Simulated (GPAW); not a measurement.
Crystal: SrCl2.

```
Sr Cl
1.0
     0.00000    3.48835    3.48835
     3.48835    0.00000    3.48835
     3.48835    3.48835    0.00000
Sr Cl
1 2
Direct
  0.00000 0.00000 0.00000
  0.75000 0.75000 0.75000
  0.25000 0.25000 0.25000
```

Base run:

```yaml
Program: GPAW 26.7.0
Functional: PBE
Potentials_or_basis: GPAW PAW data sets (gpaw-data 1.2.1)
Cutoff: 450 eV
Basis: pw
k_mesh: 5 × 5 × 5
Occupations: fermi-dirac, width 0.05 eV
Spin: no spin polarisation
```

Its results: band gap on the k mesh 5.42 eV, indirect (least direct gap 5.68 eV); pressure 0.8 GPa.

Q: The run is repeated on the same cell with these changes: functional from PBE to LDA; potentials or basis from GPAW PAW data sets (gpaw-data 1.2.1) to the program's PAW data sets (release 1.2.1) made for this functional. What comes out?

A: Band gap on the k mesh 4.96 eV, indirect (least direct gap 5.23 eV); pressure -3.0 GPa.

Caveats: the cutoff is short for stress and forces, so pressures can be off by a GPa or more; an odd mesh through Γ misses points on the zone boundary, where band edges often lie.
